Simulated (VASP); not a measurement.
# Al (Im-3m) in VASP: a series of runs

One crystal, Al, is run at these levels: BLYP, LDA; tasks: single point.

Everything below comes from runs of VASP 6.6.1. Logs are shortened: lines on timing, memory, paths and dates and some standing lists are left out, and cuts for length are marked.

## (1) The crystal as given

The structure is cubic, space group Im-3m (No. 229). Conventional cell: a = 3.182 Å, b = 3.182 Å, c = 3.182 Å, α = 90.00°, β = 90.00°, γ = 90.00°. Al (site symmetry m-3m) has 8 Al at 2.76 Å as nearest neighbours.

This isn't the form of Al at room conditions, which is fcc.

## (2) Single point, BLYP

Input file INCAR:

```
AGGAC = 1.0
AGGAX = 1.0
ALDAC = 0.0
ALDAX = 1.0
ALGO = Normal
EDIFF = 1E-6
ENCUT = 520
GGA = B5
ISIF = 2
ISMEAR = -1
LASPH = True
LCHARG = False
LREAL = False
LWAVE = False
NBANDS = 8
NELM = 100
PREC = Accurate
SIGMA = 0.2
```

Input file KPOINTS:

```
k-points
0
Gamma
  12 12 12
```

Input file POSCAR:

```
Al
1.0
   -1.5912186900      1.5912186900      1.5912186900
    1.5912186900     -1.5912186900      1.5912186900
    1.5912186900      1.5912186900     -1.5912186900
Al
1
Direct
    0.0000000000      0.0000000000      0.0000000000
```

Potentials or basis: VASP PAW PBE potentials, release 64 (Al).

Started as:

```
cat potpaw_PBE.64/Al/POTCAR > POTCAR
mpirun -np 1 vasp_std > vasp.out
```

OUTCAR:

```text
EDIFF = 1E-6
   ENCUT = 520
   GGA = B5
   ISIF = 2
   ISMEAR = -1
   LASPH = True
   LREAL = False
   NELM = 100
   PREC = Accurate

 ion  position               nearest neighbor table
   1  0.000  0.000  0.000-

  LATTYP: Found a body centered cubic cell.
 ALAT       =     3.1824373800

  Lattice vectors:

 A1 = (  -1.5912186900,   1.5912186900,   1.5912186900)
 A2 = (   1.5912186900,  -1.5912186900,   1.5912186900)
 A3 = (   1.5912186900,   1.5912186900,  -1.5912186900)

Analysis of symmetry for initial positions (statically):
=====================================================================
 Subroutine PRICEL returns:
 Original cell was already a primitive cell.

 Routine SETGRP: Setting up the symmetry group for a
 body centered cubic supercell.

 Subroutine GETGRP returns: Found 48 space group operations
 (whereof 48 operations were pure point group operations)
 out of a pool of 48 trial point group operations.

The static configuration has the point symmetry O_h .

Analysis of symmetry for dynamics (positions and initial velocities):
=====================================================================
 Subroutine PRICEL returns:
 Original cell was already a primitive cell.

 Routine SETGRP: Setting up the symmetry group for a
 body centered cubic supercell.

 Subroutine GETGRP returns: Found 48 space group operations
 (whereof 48 operations were pure point group operations)
 out of a pool of 48 trial point group operations.

The dynamic configuration has the point symmetry O_h .

 Subroutine INISYM returns: Found 48 space group operations
 (whereof 48 operations are pure point group operations),
 and found     1 'primitive' translations

----------------------------------------------------------------------------------------

                                     Primitive cell

  volume of cell :      16.1157

  direct lattice vectors                    reciprocal lattice vectors
    -1.591218690  1.591218690  1.591218690     0.000000000  0.314224565  0.314224565
     1.591218690 -1.591218690  1.591218690     0.314224565  0.000000000  0.314224565
     1.591218690  1.591218690 -1.591218690     0.314224565  0.314224565  0.000000000

  length of vectors
     2.756071617  2.756071617  2.756071617     0.444380641  0.444380641  0.444380641

  position of ions in fractional coordinates (direct lattice)
     0.000000000  0.000000000  0.000000000

  ion indices of the primitive-cell ions
[... 62 lines left out ...]
   NGX,Y,Z   is equivalent  to a cutoff of  12.06, 12.06, 12.06 a.u.
   NGXF,Y,Z  is equivalent  to a cutoff of  24.13, 24.13, 24.13 a.u.
 SYSTEM =  unknown system
   PREC   = accura    normal or accurate (medium, high low for compatibility)
   ISTART =      0    job   : 0-new  1-cont  2-samecut
   ICHARG =      2    charge: 1-file 2-atom 10-const
   ISPIN  =      1    spin polarized calculation?
   LNONCOLLINEAR =      F non collinear calculations
   LSORBIT =      F    spin-orbit coupling
   LASPH  =      T    aspherical Exc in radial PAW
   ENCUT  =  520.0 eV  38.22 Ry    6.18 a.u.   5.12  5.12  5.12*2*pi/ulx,y,z
   NELM   =    100;   NELMIN=  2; NELMDL= -5     # of ELM steps
   EDIFF  = 0.1E-05   stopping-criterion for ELM
[... 8 lines left out ...]
   TEBEG  =    0.0;   TEEND  =   0.0 temperature during run
   PSTRESS=    0.0 pullay stress
   NELECT =       3.0000    total number of electrons
   NUPDOWN=      -1.0000    fix difference up-down
   EMIN   =  10.00;   EMAX   =-10.00  energy-range for DOS
   EFERMI =   0.00;   METHOD = LEGACY
   ISMEAR =    -1;   SIGMA  =   0.20  broadening in eV -4-tet -1-fermi 0-gaus
   EFERMI_NEDOS =   21; number of points for ismear=-14 and -15
   IALGO  =     38    algorithm
   IMIX   =      4    mixing-type and parameters
     AMIX     =   0.40;   BMIX     =  1.00
     AMIX_MAG =   1.60;   BMIX_MAG =  1.00
  volume/ion in A,a.u.               =      16.12       108.75
  Fermi-wavevector in a.u.,A,eV,Ry     =   0.934757  1.766435 11.888371  0.873771
  Thomas-Fermi vector in A             =   2.061595
   LORBIT       =      0    0 simple, 1 ext, 2 COOP (PROOUT), +10 PAW based schemes
   GGA     = B5    functional components
   LHFCALC =     F    Hartree Fock is set to
   AEXX    =    0.0000 exact exchange contribution
   IVDW    =     0    specifies the selected vdW correction
   LEPSILON=     F    determine dielectric tensor
   LRPA    =     F    only Hartree local field effects (RPA)
 non-spin polarized calculation
  energy-cutoff  :      520.00
  volume of cell :       16.12
 maximum number of plane-waves:       466
   NGX = 11   NGY = 11   NGZ = 11

 number of electron       3.0000000 magnetization

 Free energy of the ion-electron system (eV)
  ---------------------------------------------------
  ext. energy  EPLUGINS =         0.00000000
  ---------------------------------------------------
  free energy    TOTEN  =        -2.60055456 eV

  energy without entropy =       -2.54332595  energy(sigma->0) =       -2.57194025

 E-fermi :   8.7192     XC(G=0):  -9.7654

 val. band max:        8.6877844732   @ k =   0.3333   0.2500   0.0833
 cond. band min:       8.7645191447   @ k =  -0.4167   0.4167   0.2500
 fundamental gap:      0.0767346715
 Fermi energy:         8.7192068721

 k-point     1 :       0.0000    0.0000    0.0000
  band No.  band energies     occupation
      1      -2.5496      2.00000
      2      22.0483      0.00000
      3      22.0483      0.00000
      4      22.0483      0.00000
      5      23.4757      0.00000
      6      23.4757      0.00000
      7      23.4757      0.00000
      8      25.3437      0.00000
[... 243 lines left out ...]
 k-point    24 :       0.4167    0.0833    0.0833
  band No.  band energies     occupation
      1       4.7574      2.00000
      2       5.1856      2.00000
      3      13.7490      0.00000
      4      14.3102      0.00000
      5      22.8526      0.00000
      6      23.3618      0.00000
      7      29.8576      0.00000
      8      31.0875      0.00000

 [... further k-points ...]
[... 5 lines left out ...]
  --------------------------------------------------------------------------------------
  -------------------------------------------------------------------------------------
  Total        0.7927727      0.7927727      0.7927727      0.0000000     -0.0000000     -0.0000000
  in kB       78.8151439     78.8151439     78.8151439      0.0000000     -0.0000000     -0.0000000
  external PRESSURE =      78.8151439 kB  Pullay stress =       0.0000000 kB

 VOLUME and BASIS-vectors are now :
 -----------------------------------------------------------------------------
  energy-cutoff  :      520.00
  volume of cell :       16.12
      direct lattice vectors                 reciprocal lattice vectors
    -1.591218690  1.591218690  1.591218690     0.000000000  0.314224565  0.314224565
     1.591218690 -1.591218690  1.591218690     0.314224565  0.000000000  0.314224565
     1.591218690  1.591218690 -1.591218690     0.314224565  0.314224565  0.000000000

 POSITION                                       TOTAL-FORCE (eV/Angst)
 -----------------------------------------------------------------------------------
      0.00000      0.00000      0.00000         0.000000      0.000000     -0.000000
 -----------------------------------------------------------------------------------
    total drift:                                0.000000      0.000000      0.000000

  FREE ENERGIE OF THE ION-ELECTRON SYSTEM (eV)
  ---------------------------------------------------
  free  energy   TOTEN  =        -2.6005545601 eV

  energy  without entropy=       -2.5433259465  energy(sigma->0) =       -2.57194025
```

OSZICAR:

```text
N       E                     dE             d eps       ncg     rms          rms(c)
DAV:   1    -0.110438175187E+01   -0.11044E+01   -0.82014E+02  1152   0.200E+02
DAV:   2    -0.260000739782E+01   -0.14956E+01   -0.14706E+01  1616   0.193E+01
DAV:   3    -0.260865154734E+01   -0.86441E-02   -0.86370E-02  1448   0.156E+00
DAV:   4    -0.260868781397E+01   -0.36267E-04   -0.36266E-04  1672   0.882E-02
DAV:   5    -0.260868794201E+01   -0.12804E-06   -0.12853E-06  1456   0.377E-03    0.770E-01
DAV:   6    -0.260350889599E+01    0.51790E-02   -0.11483E-03  1320   0.217E-01    0.479E-01
DAV:   7    -0.260052040888E+01    0.29885E-02   -0.38874E-03  1208   0.403E-01    0.655E-02
DAV:   8    -0.260055241393E+01   -0.32005E-04   -0.64542E-05  1672   0.507E-02    0.155E-02
DAV:   9    -0.260055451816E+01   -0.21042E-05   -0.20816E-06  1496   0.945E-03    0.262E-03
DAV:  10    -0.260055456012E+01   -0.41965E-07   -0.12334E-07   776   0.202E-03
   1 F= -.26005546E+01 E0= -.25719403E+01  d E =-.572286E-01
```

stdout:

```text
POSCAR found type information on POSCAR Al
 POSCAR found :  1 types and       1 ions
 scaLAPACK will be used
 -----------------------------------------------------------------------------
|                                                                             |
|                                                                             |
|     You enforced a specific xc type in the INCAR file but a different       |
|     I HOPE YOU KNOW WHAT YOU ARE DOING!                                     |
|                                                                             |
 -----------------------------------------------------------------------------

 LDA part: xc-table for (Slater(with rela. corr.)+VWN5), standard interpolation
 POSCAR, INCAR and KPOINTS ok, starting setup
 FFT: planning ... GRIDC
 FFT: planning ... GRID_SOFT
 FFT: planning ... GRID
 WAVECAR not read
 entering main loop
```

Run time: 7.2 s. Hardware: 1 thread of Intel Xeon Platinum 8559C (Emerald Rapids), shared host; peak memory 0.11 GiB.

What came out:

- Free energy: -2.6006 eV
- Pressure: 7.9 GPa
- Band gap on the k mesh: none (metal or under the smearing width)

Levels at points of the mesh, in eV from the Fermi level:
```
           k point  band 1  band 2  band 3  band 4  band 5
(0.00, 0.00, 0.00)  -11.27   13.33   13.33   13.33   14.76
(0.50, 0.00, 0.00)   -4.34   -3.93    8.17    8.36   10.16
(0.50, 0.50, 0.50)    1.85    1.85    1.85    3.14    3.14
```

Caveat: the PAW data sets were made with another functional, which shifts forces and pressure a little.

## (3) Single point, LDA

Input file INCAR:

```
PREC = Accurate ; ENCUT = 520
EDIFF = 1E-7 ; ISMEAR = -1
SIGMA = 0.2 ; LREAL = F
LASPH = T ; NELM = 100
ALGO = Fast ; ISIF = 2
LWAVE = F ; LCHARG = T
LELF = T ; LVHAR = T
NBANDS = 8
```

Input file KPOINTS:

```
Automatic mesh
0
Gamma
  12 12 12
```

POSCAR is that of step 2.

Potentials or basis: VASP PAW LDA potentials, release 64 (Al).

Started as:

```
cat potpaw_LDA.64/Al/POTCAR > POTCAR
mpirun -np 1 vasp_std > vasp.out
```

Run time: 5.8 s. Hardware: 1 thread of Intel Xeon Platinum 8559C (Emerald Rapids), shared host; peak memory 0.11 GiB.

It converged, with:

- Free energy: -4.1153 eV
- Pressure: 0.6 GPa
- Band gap on the k mesh: none (metal or under the smearing width)

Levels at points of the mesh, in eV from the Fermi level:
| k point | band 1 | band 2 | band 3 | band 4 | band 5 | band 6 |
| --- | --- | --- | --- | --- | --- | --- |
| (0.00, 0.00, 0.00) | -11.26 | 13.34 | 13.34 | 13.34 | 14.77 | 14.77 |
| (0.50, 0.00, 0.00) | -4.36 | -3.90 | 8.22 | 8.33 | 10.09 | 11.54 |
| (0.50, 0.50, 0.50) | 1.88 | 1.88 | 1.88 | 3.02 | 3.02 | 5.67 |
